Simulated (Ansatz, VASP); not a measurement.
# Two plane-wave programs on MnO2

Contents of INCAR:

```
SYSTEM = MnO2
PREC = Accurate ; ENCUT = 520
EDIFF = 1E-6 ; ISMEAR = -1
SIGMA = 0.05 ; LREAL = .False.
LASPH = .True. ; NELM = 100
ALGO = Fast ; ISIF = 2
LWAVE = .False. ; LCHARG = .False.
ISPIN = 2 ; MAGMOM = 4 4 0 0 0 0
LORBIT = 11 ; LMAXMIX = 4
GGA = PE ; NBANDS = 38
```

The input KPOINTS:

```
Automatic mesh
0
Gamma
  7 5 4
  0 0 0
```

The input POSCAR:

```
MnO2
1.0
    2.9041580000      0.0145207900      0.0000000000
    0.0192240500      3.8448100000      0.0000000000
    0.0000000000      0.0000000000      6.1642640000
Mn O
2 4
Direct
    0.5000000000      0.5000000000      0.3433015000
    0.0000000000      0.0000000000      0.6566985000
    0.5000000000      0.0000000000      0.8375675000
    0.0000000000      0.5000000000      0.1624325000
    0.5000000000      0.0000000000      0.4217995000
    0.0000000000      0.5000000000      0.5782005000
```

Contents of input.yaml:

```yaml
crystal:
  lattice:
    - [2.904158, 0.01452079, 0.0]
    - [0.01922405, 3.84481, 0.0]
    - [0.0, 0.0, 6.164264]
  atoms:
    - { symbol: Mn, position: [0.5, 0.5, 0.3433015], spin: 4.0 }
    - { symbol: Mn, position: [0.0, 0.0, 0.6566985], spin: 4.0 }
    - { symbol: O, position: [0.5, 0.0, 0.8375675] }
    - { symbol: O, position: [0.0, 0.5, 0.1624325] }
    - { symbol: O, position: [0.5, 0.0, 0.4217995] }
    - { symbol: O, position: [0.0, 0.5, 0.5782005] }
hamiltonian:
  xc: pbe
  pseudopotentials: { kind: paw }
magnetization:
  spin_polarized: true
kpoints:
  mp_grid: { grid: [7, 5, 4] }
scf:
  occupations: { method: fermi_dirac, width: 0.05 }
output:
  forces: true
  stress: true
  eigenvalues: true
```

Change from the starting cell: strain = 0.01.

Alike in both runs: task single point; functional PBE; k mesh 7 × 5 × 4; occupations fermi-dirac, width 0.05 eV; collinear spin, ferromagnetic start.

|  | VASP | Ansatz |
| --- | --- | --- |
| version | VASP 6.6.1 | Ansatz 0.2.0 |
| potentials or method | VASP PAW PBE potentials, release 64 (Mn_pv, O) | Ansatz PAW |
| plane-wave cutoff (eV) | 520 | 420 |
| valence electrons in the cell | 50 | 54 |

|  | VASP | Ansatz | Ansatz less VASP |
| --- | --- | --- | --- |
| gap on the k mesh at the Fermi level (eV) | none | none | - |
| pressure (GPa) | -6.4 | -7.2 | -0.79 |
| largest component of the traceless stress (GPa) | 3.68 | 4.11 | +0.429 |
| rms of the force components (eV/Å) | 0.251 | 0.300 | +0.0493 |
| net moment per atom (μB) | 1.00 | 1.00 | 0.000 |
| size of the moment on the site where the two differ most (μB) | 2.79 | 2.41 | -0.381 |

Site moments also hang on the region over which each program counts them. Atom by atom the forces differ by 0.049 eV/Å (rms over components). A gap of «none» marks a metal or a gap that the smearing closes. The two sets of potentials don't hold the same shells in valence.

Caveats: semilocal functionals often make such compounds metallic where correlation or magnetic order opens a gap, which also shifts bond lengths; only a ferromagnetic start was run, and an antiferromagnetic order may lie lower in energy; the pressure holds a Pulay correction of +0.7 GPa for the finite cutoff (Ansatz).
